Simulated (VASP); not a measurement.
**BaS: the relaxed cell at several levels of theory**

How much does the relaxed cell of BaS depend on the functional? The starting structure is a measured crystal structure from the Crystallography Open Database.

Calculated with VASP 6.6.1; Kohn-Sham DFT with plane waves and PAW; PBEsol, LDA, PBE, PBEsol + D3(BJ), r2SCAN, r2SCAN + rVV10, vdW-DF-cx and TPSS.

**1. The structure**

Symmetry: Fm-3m, No. 225, cubic system. The conventional cell has a = 6.388 Å, b = 6.388 Å, c = 6.388 Å, α = 90.00°, β = 90.00°, γ = 90.00°. Ba has 6 S at 3.19 Å nearest. Nearest to S lie 6 Ba at 3.19 Å. Farther neighbours and most contacts between anions are not listed.

Coordinates:

```xyz
2
Lattice="0.0000 3.1938 3.1938 3.1938 0.0000 3.1938 3.1938 3.1938 0.0000" Properties=species:S:1:pos:R:3 pbc="T T T"
Ba    0.0000    0.0000    0.0000
S     3.1938    3.1938    3.1938
```

**2. Relaxation with PBEsol**

PBEsol restores the gradient expansion of exchange and is tuned for the cells of solids.

Contents of INCAR:

```
SYSTEM = BaS
PREC = Accurate
ENCUT = 450
EDIFF = 1E-06
NELM = 100
ISMEAR = 0
SIGMA = 0.03
LREAL = .FALSE.
ALGO = Normal
GGA = PS
NBANDS = 14
LORBIT = 11
LWAVE = .FALSE.
LCHARG = .FALSE.
KPAR = 2
IBRION = 2
NSW = 50
ISIF = 3
EDIFFG = -0.01
```

Contents of POSCAR:

```
BaS
1.0
    0.0000000000      3.1937500000      3.1937500000
    3.1937500000      0.0000000000      3.1937500000
    3.1937500000      3.1937500000      0.0000000000
Ba S
1 1
Direct
    0.0000000000      0.0000000000      0.0000000000
    0.5000000000      0.5000000000      0.5000000000
```

Contents of KPOINTS:

```
Automatic mesh
0
Gamma
6 6 6
0 0 0
```

Potentials, in the order of the species: Ba_sv and S (PBE family, release 64).

Launch:

```
$ mpirun -np 2 vasp_std
```

Output:

```text
[banner, memory and clock lines left out]
running    2 mpi-ranks, on    1 nodes
 distrk:  each k-point on    1 cores,    2 groups
 distr:  one band on    1 cores,    1 groups

 POSCAR found type information on POSCAR BaS
 POSCAR found :  2 types and       2 ions
|                                                                             |
|               ----> ADVICE to this user running VASP <----                  |
|                                                                             |
|     You enforced a specific xc type in the INCAR file but a different       |
|     [... a line on the potential file left out ...]
|     I HOPE YOU KNOW WHAT YOU ARE DOING!                                     |
|                                                                             |

 LDA part: xc-table for (Slater+PW92), standard interpolation
 POSCAR, INCAR and KPOINTS ok, starting setup
 FFT: planning ... GRIDC
 FFT: planning ... GRID_SOFT
 FFT: planning ... GRID
 WAVECAR not read
 entering main loop
       N       E                     dE             d eps       ncg     rms          rms(c)
DAV:   1     0.737591238547E+02    0.73759E+02   -0.62090E+03   448   0.878E+02
DAV:   2    -0.686642584196E+01   -0.80626E+02   -0.74028E+02   616   0.164E+02
DAV:   3    -0.110499789929E+02   -0.41836E+01   -0.41512E+01   562   0.399E+01
DAV:   4    -0.111480591978E+02   -0.98080E-01   -0.98063E-01   566   0.633E+00
DAV:   5    -0.111510015610E+02   -0.29424E-02   -0.29422E-02   606   0.914E-01    0.459E+00
DAV:   6    -0.107194421058E+02    0.43156E+00   -0.67890E-01   532   0.489E+00    0.317E+00
DAV:   7    -0.107123688466E+02    0.70733E-02   -0.16535E-01   602   0.221E+00    0.174E+00
DAV:   8    -0.107175432769E+02   -0.51744E-02   -0.21171E-02   490   0.939E-01    0.199E-01
DAV:   9    -0.107170455631E+02    0.49771E-03   -0.35732E-03   568   0.381E-01    0.125E-01
DAV:  10    -0.107174938160E+02   -0.44825E-03   -0.55493E-04   504   0.161E-01    0.298E-02
DAV:  11    -0.107175088516E+02   -0.15036E-04   -0.57220E-05   600   0.458E-02    0.152E-02
DAV:  12    -0.107175099976E+02   -0.11460E-05   -0.38876E-06   502   0.140E-02    0.721E-03
DAV:  13    -0.107175098664E+02    0.13120E-06   -0.12940E-07   332   0.271E-03
   1 F= -.10717510E+02 E0= -.10717510E+02  d E =-.107175E+02
 curvature:   0.00 expect dE= 0.000E+00 dE for cont linesearch  0.000E+00
 trial: gam= 0.00000 g(F)=  0.000E+00 g(S)=  0.344E-02 ort = 0.000E+00 (trialstep = 0.100E+01)
 search vector abs. value=  0.344E-02
 bond charge predicted
       N       E                     dE             d eps       ncg     rms          rms(c)
DAV:   1    -0.107381754284E+02   -0.20665E-01   -0.49288E-01   526   0.495E+00    0.854E-01
DAV:   2    -0.107224791322E+02    0.15696E-01   -0.27605E-02   478   0.116E+00    0.308E-01
DAV:   3    -0.107185543721E+02    0.39248E-02   -0.11132E-02   632   0.688E-01    0.156E-01
DAV:   4    -0.107185820837E+02   -0.27712E-04   -0.44633E-04   682   0.143E-01    0.996E-02
DAV:   5    -0.107186614028E+02   -0.79319E-04   -0.14467E-04   708   0.712E-02    0.370E-02
DAV:   6    -0.107186734826E+02   -0.12080E-04   -0.57424E-06   628   0.176E-02    0.255E-03
DAV:   7    -0.107186731451E+02    0.33743E-06   -0.26234E-07   314   0.355E-03
   2 F= -.10718673E+02 E0= -.10718673E+02  d E =-.116328E-02
 trial-energy change:   -0.001163  1 .order   -0.001145   -0.003442    0.001151
 step:   0.7537(harm=  0.7494)  dis= 0.00000  next Energy=   -10.718815 (dE=-0.130E-02)
 bond charge predicted
       N       E                     dE             d eps       ncg     rms          rms(c)
DAV:   1    -0.107199931496E+02   -0.13197E-02   -0.29728E-02   532   0.121E+00    0.207E-01
DAV:   2    -0.107190540042E+02    0.93915E-03   -0.17093E-03   484   0.288E-01    0.758E-02
DAV:   3    -0.107188143590E+02    0.23965E-03   -0.66504E-04   636   0.169E-01    0.361E-02
DAV:   4    -0.107188130675E+02    0.12915E-05   -0.31077E-05   682   0.367E-02    0.235E-02
DAV:   5    -0.107188143143E+02   -0.12468E-05   -0.76418E-06   694   0.164E-02    0.890E-03
DAV:   6    -0.107188133642E+02    0.95018E-06   -0.28082E-07   308   0.418E-03
   3 F= -.10718813E+02 E0= -.10718813E+02  d E =-.130350E-02
 curvature:  -0.37 expect dE=-0.879E-09 dE for cont linesearch -0.879E-09
 trial: gam= 0.00000 g(F)=  0.602E-60 g(S)=  0.235E-08 ort =-0.284E-05 (trialstep = 0.951E+00)
 search vector abs. value=  0.245E-08
 reached required accuracy - stopping structural energy minimisation
```

Elapsed: 8 s, on 2 MPI ranks of Intel Xeon 6975P-C (Granite Rapids), shared host; peak memory 0.35 GiB.

Lines that name or quote the potential files are left out of all logs, and their timing lines are given in words.

From OUTCAR (step 2):

```text
ion  position               nearest neighbor table
   1  0.000  0.000  0.000-   2 3.19   2 3.19   2 3.19   2 3.19   2 3.19   2 3.19
   2  0.500  0.500  0.500-   1 3.19   1 3.19   1 3.19   1 3.19   1 3.19   1 3.19

  LATTYP: Found a face centered cubic cell.
 ALAT       =     6.3875000000

 Subroutine GETGRP returns: Found 48 space group operations
 (whereof 48 operations were pure point group operations)

The static configuration has the point symmetry O_h .

 Found     16 irreducible k-points:

   k-points           NKPTS =     16   k-points in BZ     NKDIM =     16   number of bands    NBANDS=     14

   dimension x,y,z NGX =    32 NGY =   32 NGZ =   32
   dimension x,y,z NGXF=    64 NGYF=   64 NGZF=   64

   ENCUT  =  450.0 eV  33.07 Ry    5.75 a.u.   7.81  7.81  7.81*2*pi/ulx,y,z

   NELECT =      16.0000    total number of electrons

 k-points in reciprocal lattice and weights: Automatic mesh
   0.00000000  0.00000000  0.00000000       0.005
   0.16666667  0.00000000  0.00000000       0.037
   0.33333333  0.00000000  0.00000000       0.037
   0.50000000  0.00000000  0.00000000       0.019
   0.16666667  0.16666667  0.00000000       0.028
   0.33333333  0.16666667  0.00000000       0.111
   0.50000000  0.16666667  0.00000000       0.111
  -0.33333333  0.16666667  0.00000000       0.111
  -0.16666667  0.16666667  0.00000000       0.056
[...]
-0.33333333  0.33333333  0.16666667       0.111
  -0.33333333  0.50000000  0.16666667       0.056

 average (electrostatic) potential at core
       1 -36.5271       2 -87.7654

 E-fermi :   1.6363

 k-point     1 :       0.0000    0.0000    0.0000
  band No.  band energies     occupation
    ...
      4      -9.6351      2.00000
      5      -8.9665      2.00000
      6       1.4051      2.00000
      7       1.4051      2.00000
      8       1.4051      2.00000
      9       4.8705      0.00000
     10       5.1887      0.00000
     11       5.1887      0.00000
     12       5.1887      0.00000
     13       6.1557      0.00000
    ...

 k-point     2 :       0.1667    0.0000    0.0000
  band No.  band energies     occupation
    ...
      4      -9.6455      2.00000
      5      -8.4404      2.00000
      6       0.7166      2.00000
      7       1.0451      2.00000
      8       1.0451      2.00000
      9       5.2149      0.00000
     10       5.6076      0.00000
     11       5.6076      0.00000
     12       5.8830      0.00000
     13       6.9581      0.00000
    ...

 k-point     3 :       0.3333    0.0000    0.0000
  band No.  band energies     occupation
    ...
      4      -9.6660      2.00000
      5      -7.8630      2.00000
      6      -0.2340      2.00000
      7       0.4977      2.00000
      8       0.4977      2.00000
      9       5.7726      0.00000
     10       6.7245      0.00000
     11       6.7245      0.00000
     12       7.3588      0.00000
     13       8.7555      0.00000
    ...

  Total        0.0001800      0.0001800      0.0001800      0.0000000     -0.0000000      0.0000000
  in kB        0.0044803      0.0044803      0.0044803      0.0000000     -0.0000000      0.0000000
  external PRESSURE =       0.0044803 kB  Pullay stress =       0.0000000 kB

  energy-cutoff  :      450.00
  volume of cell :       64.38
      direct lattice vectors                 reciprocal lattice vectors
    -0.000000000  3.181086696  3.181086696    -0.157178992  0.157178992  0.157178992
     3.181086696 -0.000000000  3.181086696     0.157178992 -0.157178992  0.157178992
     3.181086696  3.181086696  0.000000000     0.157178992  0.157178992 -0.157178992

 POSITION                                       TOTAL-FORCE (eV/Angst)
 -----------------------------------------------------------------------------------
      0.00000      0.00000      0.00000         0.000000     -0.000000      0.000000
      3.18109      3.18109      3.18109        -0.000000      0.000000     -0.000000
 -----------------------------------------------------------------------------------
    total drift:                                0.000000     -0.000000     -0.000000

  FREE ENERGIE OF THE ION-ELECTRON SYSTEM (eV)
  ---------------------------------------------------
  free  energy   TOTEN  =       -10.7188133642 eV

  energy  without entropy=      -10.7188133642  energy(sigma->0) =      -10.71881336

 reached required accuracy - stopping structural energy minimisation

 total charge
# of ion       s       p       d       tot
------------------------------------------
    1        2.008   5.606   0.288   7.901
    2        1.317   2.405   0.000   3.722
--------------------------------------------------
tot          3.325   8.011   0.288  11.623

[... 3 further parts left out ...]
```

The PAW data sets were made with PBE, which is usual practice but a small mismatch for other functionals. The run keeps the 48 symmetry operations of its start, so it cannot find a distortion of lower symmetry.

With PBEsol the relaxed cell holds 32.190 Å³ an atom, -1.18 % against the measured cell, with a = 6.362 Å.

**3. Relaxation with LDA**

LDA, the lowest rung, knows the local density alone. This run starts from the cell of an earlier relaxation, which isn't shown; the restart sets up the plane waves anew.

Changes to INCAR since step 2:

```diff
@@ -9,3 +9,3 @@
 ALGO = Normal
-GGA = PS
+GGA = CA
 NBANDS = 14
```

Contents of POSCAR:

```
BaS
1.0
    0.0000000000      3.1513389338      3.1513389338
    3.1513389338      0.0000000000      3.1513389338
    3.1513389338      3.1513389338      0.0000000000
Ba S
1 1
Direct
    0.0000000000      0.0000000000      0.0000000000
    0.5000000000      0.5000000000      0.5000000000
```

KPOINTS is that of step 2.

The projector-augmented-wave data sets are Ba_sv and S (LDA family, release 64).

Launch:

```
$ mpirun -np 2 vasp_std
```

Output:

```text
[banner, memory and clock lines left out]
running    2 mpi-ranks, on    1 nodes
[...]
LDA part: xc-table for (Slater(with rela. corr.)+CA(PZ))
 , standard interpolation
 POSCAR, INCAR and KPOINTS ok, starting setup
[...]
entering main loop
       N       E                     dE             d eps       ncg     rms          rms(c)
DAV:   1     0.761529617984E+02    0.76153E+02   -0.65008E+03   448   0.898E+02
DAV:   2    -0.734208538051E+01   -0.83495E+02   -0.76803E+02   580   0.170E+02
DAV:   3    -0.116056805372E+02   -0.42636E+01   -0.42244E+01   626   0.406E+01
DAV:   4    -0.116906166189E+02   -0.84936E-01   -0.84906E-01   556   0.554E+00
[...]
DAV:  10    -0.111743388336E+02   -0.16016E-03   -0.25486E-04   520   0.117E-01    0.301E-02
DAV:  11    -0.111743215182E+02    0.17315E-04   -0.63392E-05   556   0.473E-02    0.153E-02
DAV:  12    -0.111743222433E+02   -0.72512E-06   -0.55032E-06   510   0.140E-02
   1 F= -.11174322E+02 E0= -.11174322E+02  d E =-.111743E+02
[...]
reached required accuracy - stopping structural energy minimisation
```

Wall time 3.6 s (2 MPI ranks); peak memory 0.28 GiB; 4 s of CPU time.

Parts of OUTCAR (step 3):

```text
  Total       -0.0008749     -0.0008749     -0.0008749      0.0000000      0.0000000     -0.0000000
  in kB       -0.0223955     -0.0223955     -0.0223955      0.0000000      0.0000000     -0.0000000
  external PRESSURE =      -0.0223955 kB  Pullay stress =       0.0000000 kB

 POSITION                                       TOTAL-FORCE (eV/Angst)
 -----------------------------------------------------------------------------------
      0.00000      0.00000      0.00000         0.000000     -0.000000     -0.000000
      3.15134      3.15134      3.15134        -0.000000      0.000000      0.000000
 -----------------------------------------------------------------------------------
    total drift:                                0.000000     -0.000000     -0.000000

  FREE ENERGIE OF THE ION-ELECTRON SYSTEM (eV)
  ---------------------------------------------------
  free  energy   TOTEN  =       -11.1743222433 eV

  energy  without entropy=      -11.1743222433  energy(sigma->0) =      -11.17432224

[... 2 parts as in an earlier step ...]

[... 2 further parts left out ...]
[key lines of the parts left out:]
E-fermi :   1.6690
```

With LDA the relaxed cell holds 31.296 Å³ an atom, -3.93 % against the measured cell, with a = 6.303 Å. That is -2.78 % from PBEsol.

**4. Relaxation with PBE**

PBE, the usual starting point, adds the gradient of the density. This run starts from the cell of an earlier relaxation, which isn't shown; the restart sets up the plane waves anew.

Changes to INCAR since step 3:

```diff
@@ -9,3 +9,3 @@
 ALGO = Normal
-GGA = CA
+GGA = PE
 NBANDS = 14
```

Contents of POSCAR:

```
BaS
1.0
    0.0000000000      3.2279742730      3.2279742730
    3.2279742730      0.0000000000      3.2279742730
    3.2279742730      3.2279742730      0.0000000000
Ba S
1 1
Direct
    0.0000000000      0.0000000000      0.0000000000
    0.5000000000      0.5000000000      0.5000000000
```

KPOINTS is that of step 3.

PAW data sets: Ba_sv and S (PBE family, release 64).

Launch:

```
$ mpirun -np 2 vasp_std
```

Output:

```text
[banner, memory and clock lines left out]
running    2 mpi-ranks, on    1 nodes
[...]
LDA part: xc-table for (Slater+PW92), standard interpolation
 POSCAR, INCAR and KPOINTS ok, starting setup
[...]
entering main loop
       N       E                     dE             d eps       ncg     rms          rms(c)
DAV:   1     0.744498803981E+02    0.74450E+02   -0.60395E+03   448   0.861E+02
DAV:   2    -0.607074284401E+01   -0.80521E+02   -0.74068E+02   608   0.171E+02
DAV:   3    -0.105885582652E+02   -0.45178E+01   -0.44754E+01   594   0.414E+01
DAV:   4    -0.106848536286E+02   -0.96295E-01   -0.96282E-01   564   0.617E+00
[...]
DAV:  11    -0.101934212883E+02   -0.12275E-03   -0.15587E-04   550   0.759E-02    0.189E-02
DAV:  12    -0.101934261628E+02   -0.48745E-05   -0.92640E-06   538   0.198E-02    0.489E-03
DAV:  13    -0.101934258298E+02    0.33305E-06   -0.10034E-06   464   0.608E-03
   1 F= -.10193426E+02 E0= -.10193426E+02  d E =-.101934E+02
[...]
reached required accuracy - stopping structural energy minimisation
```

Wall time 4.6 s (2 MPI ranks); peak memory 0.33 GiB; 5.2 s of CPU time.

From OUTCAR (step 4):

```text
  Total        0.0002555      0.0002555      0.0002555     -0.0000000     -0.0000000      0.0000000
  in kB        0.0060846      0.0060846      0.0060846     -0.0000000     -0.0000000      0.0000000
  external PRESSURE =       0.0060846 kB  Pullay stress =       0.0000000 kB

 POSITION                                       TOTAL-FORCE (eV/Angst)
 -----------------------------------------------------------------------------------
      0.00000      0.00000      0.00000        -0.000000     -0.000000     -0.000000
      3.22797      3.22797      3.22797         0.000000      0.000000      0.000000
 -----------------------------------------------------------------------------------
    total drift:                                0.000000     -0.000000     -0.000000

  FREE ENERGIE OF THE ION-ELECTRON SYSTEM (eV)
  ---------------------------------------------------
  free  energy   TOTEN  =       -10.1934258298 eV

  energy  without entropy=      -10.1934258298  energy(sigma->0) =      -10.19342583

[... 2 parts as in an earlier step ...]

[... 2 further parts left out ...]
[key lines of the parts left out:]
E-fermi :   1.4770
```

With PBE the relaxed cell holds 33.635 Å³ an atom, +3.25 % against the measured cell, with a = 6.456 Å. That is +4.49 % from PBEsol.

**5. Relaxation with PBEsol + D3(BJ)**

D3 with Becke-Johnson damping keeps a finite attraction at short range. This run starts from the cell of an earlier relaxation, which isn't shown; the restart sets up the plane waves anew.

Changes to INCAR since step 4:

```diff
@@ -9,3 +9,4 @@
 ALGO = Normal
-GGA = PE
+GGA = PS
+IVDW = 12
 NBANDS = 14
```

Contents of POSCAR:

```
BaS
1.0
    0.0000000000      3.1445315789      3.1445315789
    3.1445315789      0.0000000000      3.1445315789
    3.1445315789      3.1445315789      0.0000000000
Ba S
1 1
Direct
    0.0000000000      0.0000000000      0.0000000000
    0.5000000000      0.5000000000      0.5000000000
```

KPOINTS is that of step 4.

Launch:

```
$ mpirun -np 2 vasp_std
```

Output:

```text
[banner, memory and clock lines left out]
running    2 mpi-ranks, on    1 nodes
[...]
[... a notice as in an earlier step ...]

 LDA part: xc-table for (Slater+PW92), standard interpolation
 POSCAR, INCAR and KPOINTS ok, starting setup
[...]
entering main loop
       N       E                     dE             d eps       ncg     rms          rms(c)
DAV:   1     0.748529598699E+02    0.74853E+02   -0.64565E+03   448   0.898E+02
DAV:   2    -0.679476816828E+01   -0.81648E+02   -0.74441E+02   610   0.168E+02
DAV:   3    -0.110458873905E+02   -0.42511E+01   -0.42205E+01   584   0.408E+01
DAV:   4    -0.111289590836E+02   -0.83072E-01   -0.83045E-01   600   0.592E+00
[...]
DAV:  11    -0.107068614424E+02   -0.39805E-05   -0.77164E-05   580   0.585E-02    0.102E-02
DAV:  12    -0.107068626706E+02   -0.12282E-05   -0.64867E-06   516   0.160E-02    0.994E-03
DAV:  13    -0.107068624928E+02    0.17774E-06   -0.35862E-07   398   0.421E-03
   1 F= -.11337823E+02 E0= -.11337823E+02  d E =-.113378E+02
[...]
reached required accuracy - stopping structural energy minimisation
```

It took 4.4 s on 2 MPI ranks; peak memory 0.34 GiB.

Parts of OUTCAR (step 5):

```text
 Edisp (eV)   -0.63096

  Total       0.00011     0.00011     0.00011    -0.00000     0.00000    -0.00000
  in kB       0.00286     0.00286     0.00286    -0.00000     0.00000    -0.00000
  external pressure =        0.00 kB  Pullay stress =        0.00 kB

 POSITION                                       TOTAL-FORCE (eV/Angst)
 -----------------------------------------------------------------------------------
      0.00000      0.00000      0.00000        -0.000000     -0.000000      0.000000
      3.14453      3.14453      3.14453         0.000000      0.000000     -0.000000
 -----------------------------------------------------------------------------------
    total drift:                                0.000000     -0.000000     -0.000000

  FREE ENERGIE OF THE ION-ELECTRON SYSTEM (eV)
  ---------------------------------------------------
  free  energy   TOTEN  =       -11.3378225616 eV

  energy  without entropy=      -11.3378225616  energy(sigma->0) =      -11.33782256

[... 2 parts as in an earlier step ...]

[... 2 further parts left out ...]
[key lines of the parts left out:]
E-fermi :   1.7555
```

With PBEsol + D3(BJ) the relaxed cell holds 31.093 Å³ an atom, -4.55 % against the measured cell, with a = 6.289 Å. That is -3.41 % from PBEsol.

(Continued in part 2 of 2.)

[Lines on the potential files, build, host, timing and source positions are cut from VASP's logs without a mark.]

[Logs are printed without paths, hosts, clocks, repeated set-up lines and the standing remarks that a program may print on its own settings, such as how far it seeks lower states.]

[Hosts, paths, dates, database ids (printed as entryN), source tags and the programs' standing remarks are cut or masked in the printed files.]
